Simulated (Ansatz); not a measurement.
## Deforming AlN

```
CELL_PARAMETERS angstrom
3.11100 0.00000 0.00000
-1.55550 2.69421 0.00000
0.00000 0.00000 4.97800
ATOMIC_POSITIONS crystal
Al 0.33333 0.66667 0.00000
Al 0.66667 0.33333 0.50000
N 0.33333 0.66667 0.38500
N 0.66667 0.33333 0.88500
```

Atoms are numbered in the order listed.

The conventional cell has a = 3.111 Å, b = 3.111 Å, c = 4.978 Å, α = 90.00°, β = 90.00°, γ = 120.00°. Around Al (atom 1) lie 4 N at 1.89 to 1.92 Å. N (atom 3) is surrounded by 4 Al at 1.89 to 1.92 Å.

The cell is COD entry 9008860, as deposited and not checked against the literature; nothing was relaxed.

Method: DFT, PBE, all-electron LAPW, scalar-relativistic in Ansatz 0.2.0.

Sampling and basis: a Γ-centred 11×11×6 k mesh, Fermi–Dirac smearing of 0.02 eV, basis error target 1 meV/atom, no spin polarisation.

The unchanged cell is at 3.95 GPa.

Semilocal functionals give too small gaps.

x, y and z are the Cartesian axes of the cell as listed; fractional coordinates follow a strain, and an engineering shear is twice the off-diagonal strain component.

Q: With this change (equal xy, yz and zx engineering shear strains of -2 %), what becomes of the energy and stress and forces and gap?

A: Energy change +6 meV/atom; stress change (xx, yy, zz, yz, xz, xy) 0.13, 0.13, 0.12, 2.56, 2.56, 3.59 GPa, compression positive; change of the force on N4 (-0.356, -0.125, -0.019) eV/Å; gap on the k mesh 4.16 → 4.13 eV.

Q: With this change (equal xy, yz and zx engineering shear strains of +1 %), what becomes of the energy and stress and forces and gap?

A: Energy change +1 meV/atom; stress change (xx, yy, zz, yz, xz, xy) 0.03, 0.03, 0.03, -1.29, -1.29, -1.80 GPa, compression positive; change of the force on N4 (0.160, 0.050, -0.005) eV/Å; gap on the k mesh 4.16 → 4.15 eV.

Q: With this change (equal xy, yz and zx engineering shear strains of +3 %), what becomes of the energy and stress and forces and gap?

A: Energy change +13 meV/atom; stress change (xx, yy, zz, yz, xz, xy) 0.27, 0.32, 0.26, -3.88, -3.89, -5.42 GPa, compression positive; change of the force on N4 (0.449, 0.125, -0.040) eV/Å; gap on the k mesh 4.16 → 4.10 eV.

Q: With this change (equal xy, yz and zx engineering shear strains of -3 %), what becomes of the energy and stress and forces and gap?

A: Energy change +13 meV/atom; stress change (xx, yy, zz, yz, xz, xy) 0.31, 0.29, 0.27, 3.82, 3.84, 5.39 GPa, compression positive; change of the force on N4 (-0.553, -0.201, -0.042) eV/Å; gap on the k mesh 4.16 → 4.09 eV.

Q: With this change (equal xy, yz and zx engineering shear strains of -1 %), what becomes of the energy and stress and forces and gap?

A: Energy change +1 meV/atom; stress change (xx, yy, zz, yz, xz, xy) 0.03, 0.03, 0.03, 1.28, 1.28, 1.80 GPa, compression positive; change of the force on N4 (-0.172, -0.058, -0.005) eV/Å; gap on the k mesh 4.16 → 4.15 eV.

With equal xy, yz and zx engineering shear strains of +2 %: energy change +6 meV/atom; stress change (xx, yy, zz, yz, xz, xy) 0.12, 0.14, 0.12, -2.58, -2.59, -3.61 GPa, compression positive; change of the force on N4 (0.309, 0.092, -0.018) eV/Å; gap on the k mesh 4.16 → 4.13 eV.
